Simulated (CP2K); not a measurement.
Runs of CP2K 2026.2 on Ti. It takes space group Fm-3m (No. 225, cubic). Conventional cell: a = 4.060 Å, b = 4.060 Å, c = 4.060 Å, α = 90.00°, β = 90.00°, γ = 90.00°. Ti (site symmetry m-3m) is surrounded by 12 Ti at 2.87 Å. This isn't the form of Ti at room conditions, which is hcp.

| task | level | potentials or basis | smearing | EPS_DEFAULT | NGRIDS | basis sets | potentials | points a segment of the path (NPOINTS) | gap on the mesh (eV) | pressure (GPa) |
| --- | --- | --- | --- | --- | --- | --- | --- | --- | --- | --- |
| band structure | r2SCAN | POTENTIAL_UZH Ti GTH-SCAN-q12; TZVP-MOLOPT-SCAN-GTH basis | fermi-dirac 0.01 eV | 1.0E-9 | 5 | Ti TZVP-MOLOPT-SCAN-GTH-q12 | Ti GTH-SCAN-q12 of POTENTIAL_UZH | 8 | none | 4.0 |
| single point | LDA | GTH_POTENTIALS Ti GTH-PADE-q12; TZVP-MOLOPT-PBE-GTH basis | gaussian 0.02 eV | 1.0E-10 | 4 | Ti TZVP-MOLOPT-PBE-GTH-q12 | Ti GTH-PADE-q12 of GTH_POTENTIALS | - | none | -4.9 |
| band structure | LDA | GTH_POTENTIALS Ti GTH-PADE-q12; TZVP-MOLOPT-PBE-GTH basis | fermi-dirac 0.01 eV | 1.0E-9 | 5 | Ti TZVP-MOLOPT-PBE-GTH-q12 | Ti GTH-PADE-q12 of GTH_POTENTIALS | 10 | none | -4.9 |
| band structure | LDA | GTH_POTENTIALS Ti GTH-PADE-q12; TZVP-MOLOPT-PBE-GTH basis | methfessel-paxton 0.2 eV | 1.0E-10 | 5 | Ti TZVP-MOLOPT-PBE-GTH-q12 | Ti GTH-PADE-q12 of GTH_POTENTIALS | 10 | none | (a) |
| atomic charges | r2SCAN+D4 | POTENTIAL_UZH Ti GTH-SCAN-q12; TZVP-MOLOPT-SCAN-GTH basis | methfessel-paxton 0.2 eV | 1.0E-10 | 5 | Ti TZVP-MOLOPT-SCAN-GTH-q12 | Ti GTH-SCAN-q12 of POTENTIAL_UZH | - | none | 3.8 |

Alike in all rows: no spin polarisation; cell as given; k mesh 11 × 11 × 11.

Estimate the missing entries.

(a) -4.7.

Caveats: the basis of atomic orbitals isn't converged, which shifts pressures, moduli and gaps; pairwise dispersion overbinds metals, which lowers pressure and volume (some runs).

A k mesh can miss the band edges.

A gap of «none» marks a metal or a gap under the smearing width.

Not every run made on this cell is shown here.
